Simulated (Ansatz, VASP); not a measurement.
**One calculation of Y, two programs**

```
Y
1.0
     0.00000    2.55199    2.55199
     2.55199    0.00000    2.55199
     2.55199    2.55199    0.00000
Y
1
Direct
  0.00000 0.00000 0.00000
```

This isn't the form of Y at room conditions, which is hcp.

Alike in both runs: functional revPBE; dispersion D3(BJ); k mesh 9 × 9 × 9; occupations gaussian, width 0.1 eV; non-collinear spin, spin-orbit coupling.

```csv
,VASP,Ansatz
version,VASP 6.6.1,Ansatz 0.2.0
potentials or method,"VASP PAW PBE potentials, release 64 (Y_sv)",Ansatz PAW
plane-wave cutoff (eV),520,420
valence electrons in the cell,11,11
task,single point,electrostatic potential
```

|  | VASP | Ansatz | Ansatz less VASP |
| --- | --- | --- | --- |
| gap on the k mesh at the Fermi level (eV) | none | none | - |
| pressure (GPa) | -2.8 | -2.7 | +0.11 |
| net moment per atom (μB) | 0.00 | 0.00 | 0.000 |
| dispersion energy (meV/atom) | -580.5 | -580.6 | -0.13 |

A gap of «none» marks a metal or a gap that the smearing closes.

Caveats: the PAW data sets were made with another functional, which shifts forces and pressure a little (VASP); pairwise dispersion overbinds metals, which lowers pressure and volume (Ansatz); the PAW data sets come from PBE, with cores solved anew for the run's functional, which leaves a small shift of forces and pressure (Ansatz).
